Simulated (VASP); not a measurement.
# Ta3N5: GW quasiparticle gap, part 3 of 5

How does the gap of Ta3N5 change from the starting functional to GW? The cell has space group Cmcm. The start is a cell from a database of measured crystal structures.

VASP 6.6.1, plane waves and PAW; the level of theory is named at each step.

So far, gap on the k-mesh (eV): step 3 (empty bands) 1.59.

## (4) evGW0

This step: evGW0 on r2SCAN; plane waves and PAW (Ta_sv_GW, N_GW) (VASP 6.6.1).

The lowest NBANDSGW levels in G are updated for four passes while W stays fixed, so the result depends less on the starting levels.

INCAR

```
SYSTEM = Ta3N5
PREC = Accurate
ENCUT = 450
ISMEAR = 0
SIGMA = 0.01
LREAL = .FALSE.
METAGGA = R2SCAN
LASPH = .TRUE.
NBANDS = 768
ALGO = EVGW0
NELMGW = 4
ENCUTGW = 140
NOMEGA = 48
PRECFOCK = Fast
NBANDSGW = 80
LWAVE = .FALSE.
LCHARG = .FALSE.
```

POSCAR

```
Ta3N5
1.0
    1.9431000000     -5.1059000000      0.0000000000
    1.9431000000      5.1059000000      0.0000000000
    0.0000000000      0.0000000000     10.2624000000
Ta N
6 10
Direct
    0.8029000000      0.1971000000      0.2500000000
    0.1971000000      0.8029000000      0.7500000000
    0.8654500000      0.1345500000      0.5590600000
    0.1345500000      0.8654500000      0.0590600000
    0.1345500000      0.8654500000      0.4409400000
    0.8654500000      0.1345500000      0.9409400000
    0.2367800000      0.7632200000      0.2500000000
    0.7632200000      0.2367800000      0.7500000000
    0.9529900000      0.0470100000      0.1194900000
    0.0470100000      0.9529900000      0.6194900000
    0.0470100000      0.9529900000      0.8805100000
    0.9529900000      0.0470100000      0.3805100000
    0.6913800000      0.3086200000      0.0737800000
    0.3086200000      0.6913800000      0.5737800000
    0.3086200000      0.6913800000      0.9262200000
    0.6913800000      0.3086200000      0.4262200000
```

KPOINTS

```
Automatic mesh
0
Gamma
4 4 1
0 0 0
```

PAW data sets: Ta_sv_GW and N_GW (PBE family, release 64).

Started as:

```bash
> mpirun -np 16 vasp_std
```

What it wrote:

```text
[banner, memory and clock lines left out]
running   16 mpi-ranks, on    1 nodes
 distrk:  each k-point on   16 cores,    1 groups
 distr:  one band on    1 cores,   16 groups

 POSCAR found type information on POSCAR TaN
 POSCAR found :  2 types and      16 ions
 [... a notice as in an earlier step ...]

 [... a notice as in an earlier step ...]

|                                                                             |
|           W    W    AA    RRRRR   N    N  II  N    N   GGGG   !!!           |
|           W    W   A  A   R    R  NN   N  II  NN   N  G    G  !!!           |
|           W    W  A    A  R    R  N N  N  II  N N  N  G       !!!           |
|           W WW W  AAAAAA  RRRRR   N  N N  II  N  N N  G  GGG   !            |
|           WW  WW  A    A  R   R   N   NN  II  N   NN  G    G                |
|           W    W  A    A  R    R  N    N  II  N    N   GGGG   !!!           |
|                                                                             |
|     The default for ENCUTGWSOFT is different in this version of VASP.       |
|     please manually set ENCUTGWSOFT =140 in the INCAR file.                 |
|                                                                             |

 LDA part: xc-table for (None), standard interpolation
 found WAVECAR, reading the header
 POSCAR, INCAR and KPOINTS ok, starting setup
 FFT: planning ... GRIDC
 FFT: planning ... GRID_SOFT
 FFT: planning ... GRID
 reading WAVECAR
 the WAVECAR file was read successfully
 initial charge from wavefunction
 available memory per node:     28.68 GB, setting MAXMEM to     29369

 The Fermi energy was updated, please check that it is located mid-gap
 values below the HOMO (VB) or above the LUMO (CB) will cause erroneous energies
 E-fermi :   7.1169

 calculate exact exchange contribution
 the WAVEDER file was read successfully
|                                                                             |
|           W    W    AA    RRRRR   N    N  II  N    N   GGGG   !!!           |
|           W    W   A  A   R    R  NN   N  II  NN   N  G    G  !!!           |
|           W    W  A    A  R    R  N N  N  II  N N  N  G       !!!           |
|           W WW W  AAAAAA  RRRRR   N  N N  II  N  N N  G  GGG   !            |
|           WW  WW  A    A  R   R   N   NN  II  N   NN  G    G                |
|           W    W  A    A  R    R  N    N  II  N    N   GGGG   !!!           |
|                                                                             |
|     Automatic setting of frequency mesh for GW failed. Frequency mesh       |
|     properly not suitable for determining QP energies. Consider             |
|     increasing number of kpoints.                                           |
|                                                                             |

energies w=
    0.000    0.000    1.053    0.000    2.101    0.000    3.140    0.000
    4.168    0.000    5.181    0.000    6.177    0.000    7.155    0.000
    8.114    0.000    9.056    0.000    9.981    0.000   10.890    0.000
   11.787    0.000   12.673    0.000   13.552    0.000   14.426    0.000
   15.299    0.000   16.175    0.000   17.057    0.000   17.950    0.000
   18.858    0.000   19.786    0.000   20.741    0.000   21.727    0.000
   22.753    0.000   23.828    0.000   24.959    0.000   26.159    0.000
   27.440    0.000   28.819    0.000   30.317    0.000   31.954    0.000
   33.763    0.000   35.782    0.000   38.058    0.000   40.656    0.000
   43.659    0.000   47.184    0.000   51.392    0.000   56.513    0.000
   62.893    0.000   71.068    0.000   81.919    0.000   97.008    0.000
  119.380    0.000  155.873    0.000  225.738    0.000  412.100    0.000
 responsefunction array rank=     800
 LDA part: xc-table for (None), standard interpolation

 min. memory requirement per mpi rank    744.8 MB, per node  11917.1 MB

 allocating   3 responsefunctions rank=   800
 shmem allocating  48 responsefunctions rank=   800
 response function shared by NCSHMEM nodes    1
 Doing            3  frequencies on each core in blocks of           48
NQ=   1    0.0000    0.0000    0.0000,
|.........|.........|.........|.........|.........|.........|.........|.........
 performed       2301000 updates of chi_q(r,r)
 total number of BLAS operations      11464.11 Gflops
NQ=   2    0.2500   -0.0000    0.0000,
|.........|.........|.........|.........|.........|.........|.........|.........
 performed       5708000 updates of chi_q(r,r)
 total number of BLAS operations      27128.43 Gflops
NQ=   3    0.5000   -0.0000    0.0000,
|.........|.........|.........|.........|.........|.........|.........|.........
 performed       8378000 updates of chi_q(r,r)
 total number of BLAS operations      39861.47 Gflops
NQ=   4    0.2500    0.2500    0.0000,
|.........|.........|.........|.........|.........|.........|.........|.........
 performed      11171000 updates of chi_q(r,r)
 total number of BLAS operations      52905.78 Gflops
NQ=   5    0.5000    0.2500    0.0000,
|.........|.........|.........|.........|.........|.........|.........|.........
 performed      14578000 updates of chi_q(r,r)
 total number of BLAS operations      68819.07 Gflops
NQ=   6   -0.2500    0.2500    0.0000,
|.........|.........|.........|.........|.........|.........|.........|.........
 performed      17494000 updates of chi_q(r,r)
 total number of BLAS operations      82294.95 Gflops
NQ=   7    0.5000    0.5000    0.0000,
|.........|.........|.........|.........|.........|.........|.........|.........
 performed      19795000 updates of chi_q(r,r)
 total number of BLAS operations      92875.90 Gflops
 resolving degeneracies of screened two electron integrals

 calculate QP shifts <psi_nk| G(iteration)W_0 |psi_nk>: iteration 1
 allocating   3 responsefunctions rank=   800
 shmem allocating  48 responsefunctions rank=   800
 response function shared by NCSHMEM nodes    1
 Doing            3  frequencies on each core in blocks of           48
NQ=   1    0.0000    0.0000    0.0000,
|.........|.........|.........|.........|.........|.........|.........|.........
 performed       2301000 updates of chi_q(r,r)
 total number of BLAS operations      11464.11 Gflops
NQ=   2    0.2500   -0.0000    0.0000,
|.........|.........|.........|.........|.........|.........|.........|.........
 performed       5708000 updates of chi_q(r,r)
 total number of BLAS operations      27128.43 Gflops
NQ=   3    0.5000   -0.0000    0.0000,
|.........|.........|.........|.........|.........|.........|.........|.........
 performed       8378000 updates of chi_q(r,r)
 total number of BLAS operations      39861.47 Gflops
NQ=   4    0.2500    0.2500    0.0000,
|.........|.........|.........|.........|.........|.........|.........|.........
 performed      11171000 updates of chi_q(r,r)
 total number of BLAS operations      52905.78 Gflops
NQ=   5    0.5000    0.2500    0.0000,
|.........|.........|.........|.........|.........|.........|.........|.........
 performed      14578000 updates of chi_q(r,r)
 total number of BLAS operations      68819.07 Gflops
NQ=   6   -0.2500    0.2500    0.0000,
|.........|.........|.........|.........|.........|.........|.........|.........
 performed      17494000 updates of chi_q(r,r)
 total number of BLAS operations      82294.95 Gflops
NQ=   7    0.5000    0.5000    0.0000,
|.........|.........|.........|.........|.........|.........|.........|.........
 performed      19795000 updates of chi_q(r,r)
 total number of BLAS operations      92875.90 Gflops
 resolving degeneracies of screened two electron integrals

 calculate QP shifts <psi_nk| G(iteration)W_0 |psi_nk>: iteration 2
 allocating   3 responsefunctions rank=   800
 shmem allocating  48 responsefunctions rank=   800
 response function shared by NCSHMEM nodes    1
 Doing            3  frequencies on each core in blocks of           48
NQ=   1    0.0000    0.0000    0.0000,
|.........|.........|.........|.........|.........|.........|.........|.........
 performed       2301000 updates of chi_q(r,r)
 total number of BLAS operations      11464.11 Gflops
NQ=   2    0.2500   -0.0000    0.0000,
|.........|.........|.........|.........|.........|.........|.........|.........
 performed       5708000 updates of chi_q(r,r)
 total number of BLAS operations      27128.43 Gflops
NQ=   3    0.5000   -0.0000    0.0000,
|.........|.........|.........|.........|.........|.........|.........|.........
 performed       8378000 updates of chi_q(r,r)
 total number of BLAS operations      39861.47 Gflops
NQ=   4    0.2500    0.2500    0.0000,
|.........|.........|.........|.........|.........|.........|.........|.........
 performed      11171000 updates of chi_q(r,r)
 total number of BLAS operations      52905.78 Gflops
NQ=   5    0.5000    0.2500    0.0000,
|.........|.........|.........|.........|.........|.........|.........|.........
 performed      14578000 updates of chi_q(r,r)
 total number of BLAS operations      68819.07 Gflops
NQ=   6   -0.2500    0.2500    0.0000,
|.........|.........|.........|.........|.........|.........|.........|.........
 performed      17494000 updates of chi_q(r,r)
 total number of BLAS operations      82294.95 Gflops
NQ=   7    0.5000    0.5000    0.0000,
|.........|.........|.........|.........|.........|.........|.........|.........
 performed      19795000 updates of chi_q(r,r)
 total number of BLAS operations      92875.90 Gflops
 resolving degeneracies of screened two electron integrals

 calculate QP shifts <psi_nk| G(iteration)W_0 |psi_nk>: iteration 3
 allocating   3 responsefunctions rank=   800
 shmem allocating  48 responsefunctions rank=   800
 response function shared by NCSHMEM nodes    1
 Doing            3  frequencies on each core in blocks of           48
NQ=   1    0.0000    0.0000    0.0000,
|.........|.........|.........|.........|.........|.........|.........|.........
 performed       2301000 updates of chi_q(r,r)
 total number of BLAS operations      11464.11 Gflops
NQ=   2    0.2500   -0.0000    0.0000,
|.........|.........|.........|.........|.........|.........|.........|.........
 performed       5708000 updates of chi_q(r,r)
 total number of BLAS operations      27128.43 Gflops
NQ=   3    0.5000   -0.0000    0.0000,
|.........|.........|.........|.........|.........|.........|.........|.........
 performed       8378000 updates of chi_q(r,r)
 total number of BLAS operations      39861.47 Gflops
NQ=   4    0.2500    0.2500    0.0000,
|.........|.........|.........|.........|.........|.........|.........|.........
 performed      11171000 updates of chi_q(r,r)
 total number of BLAS operations      52905.78 Gflops
NQ=   5    0.5000    0.2500    0.0000,
|.........|.........|.........|.........|.........|.........|.........|.........
 performed      14578000 updates of chi_q(r,r)
 total number of BLAS operations      68819.07 Gflops
NQ=   6   -0.2500    0.2500    0.0000,
|.........|.........|.........|.........|.........|.........|.........|.........
 performed      17494000 updates of chi_q(r,r)
 total number of BLAS operations      82294.95 Gflops
NQ=   7    0.5000    0.5000    0.0000,
|.........|.........|.........|.........|.........|.........|.........|.........
 performed      19795000 updates of chi_q(r,r)
 total number of BLAS operations      92875.90 Gflops
 resolving degeneracies of screened two electron integrals

 calculate QP shifts <psi_nk| G(iteration)W_0 |psi_nk>: iteration 4
 entering main loop
```

Run time: 30 min. Hardware: 16 MPI ranks of Intel Xeon Platinum 8259CL at 2.50GHz (Skylake/Cascade Lake), shared host; peak memory 13 GiB.

Parts of OUTCAR (step 4):

```text
 Found      7 irreducible k-points:

   k-points           NKPTS =      7   k-points in BZ     NKDIM =     16   number of bands    NBANDS=    768

   NELECT =     128.0000    total number of electrons

 E-fermi :   7.1169

 QP shifts <psi_nk| G(iteration)W_0 |psi_nk>: iteration 1
 for sc-GW calculations column KS-energies equals QP-energies in previous step
 and V_xc(KS)=  KS-energies - (<T + V_ion + V_H > + <T+V_H+V_ion>^1  + <V_x>^1)
 k-point   1 :       0.0000    0.0000    0.0000
  band No.  KS-energies  QP-energies   sigma(KS)   V_xc(KS)     V^pw_x(r,r')   Z            occupation Imag(sigma)
    ...
     61       5.4921       5.4305     -17.0225     -16.9420     -19.8028       0.7659       2.0000       0.3206
     62       5.7879       5.7442     -17.4404     -17.3836     -20.2834       0.7677       2.0000       0.3226
     63       6.0297       6.0508     -17.9403     -17.9676     -20.8838       0.7730       2.0000       0.3086
     64       6.3240       6.2678     -17.7146     -17.6417     -20.3109       0.7694       2.0000       0.2939
     65       8.1435       8.6712     -13.9467     -14.6129      -9.4921       0.7921       0.0000      -0.3083
     66       8.4364       8.9877     -14.2573     -14.9549      -9.9848       0.7903       0.0000      -0.3002
     67       8.8229       9.4030     -14.0802     -14.8149      -9.6374       0.7897       0.0000      -0.3232
     68       9.1623       9.7463     -13.9774     -14.7218      -9.1331       0.7846       0.0000      -0.3655
    ...

 k-point   2 :       0.2500   -0.0000    0.0000
  band No.  KS-energies  QP-energies   sigma(KS)   V_xc(KS)     V^pw_x(r,r')   Z            occupation Imag(sigma)
    ...
     61       5.4059       5.3404     -17.0591     -16.9737     -19.9086       0.7677       2.0000       0.3308
     62       5.5724       5.4848     -16.8832     -16.7692     -19.4306       0.7673       2.0000       0.3095
     63       5.7103       5.6829     -17.1599     -17.1243     -19.8967       0.7688       2.0000       0.3132
     64       6.2323       6.2155     -17.5029     -17.4811     -20.1905       0.7691       2.0000       0.3010
     65       8.6482       9.2181     -14.0168     -14.7369      -9.6321       0.7914       0.0000      -0.3123
     66       9.2519       9.8353     -14.4452     -15.1883     -10.0555       0.7851       0.0000      -0.3289
     67       9.3965       9.9607     -13.6864     -14.3992      -9.1691       0.7915       0.0000      -0.3385
     68       9.5798      10.2204     -14.5113     -15.3277      -9.9407       0.7846       0.0000      -0.3502
    ...

 k-point   3 :       0.5000   -0.0000    0.0000
  band No.  KS-energies  QP-energies   sigma(KS)   V_xc(KS)     V^pw_x(r,r')   Z            occupation Imag(sigma)
    ...
     61       5.2406       5.1102     -16.4414     -16.2712     -19.2389       0.7657       2.0000       0.3367
     62       5.2846       5.1599     -16.3161     -16.1528     -19.0092       0.7635       2.0000       0.3392
     63       5.7610       5.7097     -17.0392     -16.9725     -19.6887       0.7683       2.0000       0.3130
     64       5.9378       5.9310     -17.2586     -17.2498     -19.9508       0.7691       2.0000       0.3037
     65       8.4485       8.9971     -13.8631     -14.5544      -9.5933       0.7935       0.0000      -0.2979
     66       8.4953       9.0105     -13.3762     -14.0230      -9.0879       0.7966       0.0000      -0.2992
     67       9.3318       9.9740     -14.2984     -15.1122      -9.6765       0.7892       0.0000      -0.3397
     68       9.6545      10.2780     -14.2115     -15.0040      -9.4428       0.7868       0.0000      -0.3617
    ...

 QP shifts <psi_nk| G(iteration)W_0 |psi_nk>: iteration 2
 k-point   1 :       0.0000    0.0000    0.0000
  band No. old QP-enery  QP-energies   sigma(KS)   T+V_ion+V_H  V^pw_x(r,r')   Z            occupation Imag(sigma)
    ...
     61       5.4305       5.4130     -17.0263      22.4341     -19.8028       0.7675       2.0000       0.3186
     62       5.7442       5.7281     -17.4482      23.1715     -20.2834       0.7700       2.0000       0.3204
     63       6.0508       6.0374     -17.9638      23.9973     -20.8838       0.7747       2.0000       0.3041
     64       6.2678       6.2551     -17.7144      23.9656     -20.3109       0.7712       2.0000       0.2936
     65       8.6712       8.7505     -13.9852      22.7564      -9.4921       0.7933       0.0000      -0.3118
     66       8.9877       9.0662     -14.3044      23.3913      -9.9848       0.7915       0.0000      -0.3052
     67       9.4030       9.4888     -14.1263      23.6377      -9.6374       0.7910       0.0000      -0.3277
     68       9.7463       9.8353     -14.0244      23.8841      -9.1331       0.7851       0.0000      -0.3710
    ...

 QP shifts <psi_nk| G(iteration)W_0 |psi_nk>: iteration 3
 k-point   1 :       0.0000    0.0000    0.0000
  band No. old QP-enery  QP-energies   sigma(KS)   T+V_ion+V_H  V^pw_x(r,r')   Z            occupation Imag(sigma)
    ...
     61       5.4130       5.4093     -17.0259      22.4341     -19.8028       0.7686       2.0000       0.3186
     62       5.7281       5.7244     -17.4482      23.1715     -20.2834       0.7702       2.0000       0.3204
     63       6.0374       6.0336     -17.9647      23.9973     -20.8838       0.7750       2.0000       0.3039
     64       6.2551       6.2521     -17.7144      23.9656     -20.3109       0.7714       2.0000       0.2936
     65       8.7505       8.7619     -13.9915      22.7564      -9.4921       0.7935       0.0000      -0.3125
     66       9.0662       9.0768     -14.3118      23.3913      -9.9848       0.7916       0.0000      -0.3060
     67       9.4888       9.5005     -14.1342      23.6377      -9.6374       0.7908       0.0000      -0.3287
     68       9.8353       9.8476     -14.0332      23.8841      -9.1331       0.7850       0.0000      -0.3723
    ...

 QP shifts <psi_nk| G(iteration)W_0 |psi_nk>: iteration 4
 k-point   1 :       0.0000    0.0000    0.0000
  band No. old QP-enery  QP-energies   sigma(KS)   T+V_ion+V_H  V^pw_x(r,r')   Z            occupation Imag(sigma)
    ...
     61       5.4093       5.4085     -17.0258      22.4341     -19.8028       0.7687       2.0000       0.3186
     62       5.7244       5.7236     -17.4481      23.1715     -20.2834       0.7702       2.0000       0.3204
     63       6.0336       6.0328     -17.9647      23.9973     -20.8838       0.7751       2.0000       0.3039
     64       6.2521       6.2514     -17.7144      23.9656     -20.3109       0.7714       2.0000       0.2936
     65       8.7619       8.7628     -13.9934      22.7564      -9.4921       0.7935       0.0000      -0.3128
     66       9.0768       9.0779     -14.3131      23.3913      -9.9848       0.7916       0.0000      -0.3062
     67       9.5005       9.5021     -14.1352      23.6377      -9.6374       0.7909       0.0000      -0.3288
     68       9.8476       9.8492     -14.0345      23.8841      -9.1331       0.7850       0.0000      -0.3725
    ...

[... 8 parts as in an earlier step ...]

[... 22 further parts left out ...]
```

This step gave:

```
quasiparticle gap on the mesh                 : 2.242 eV
smallest direct quasiparticle gap on the mesh : 2.486 eV
gap of the starting orbitals on the mesh      : 1.586 eV
```

QP gap by iteration, by row:

| iteration | gap (eV) | direct gap (eV) |
| --- | --- | --- |
| 1 | 2.136 | 2.378 |
| 2 | 2.226 | 2.47 |
| 3 | 2.24 | 2.484 |
| 4 | 2.242 | 2.486 |

GW takes the gap from 1.586 to 2.242 eV. The mesh misses a band edge: at the starting level the path gave a gap 0.04 eV smaller. Spin-orbit coupling is left out. The value holds for 768 bands, ENCUTGW = 140 eV and this mesh, and isn't shown to be converged in them. VASP warns that the automatic setting of its frequency mesh failed and advises more k points, so the value is in doubt.

[end of part 3 of 5]

[Lines on the potential files, build, host, timing and source positions are cut from VASP's logs without a mark.]

[Logs are printed without paths, hosts, clocks, repeated set-up lines and the standing remarks that a program may print on its own settings, such as how far it seeks lower states.]

[Hosts, paths, dates, database ids (printed as entryN), source tags and the programs' standing remarks are cut or masked in the printed files.]

[Pressures printed for these runs are not shown converged in the cutoff: they can be off by several GPa and have the wrong sign.]
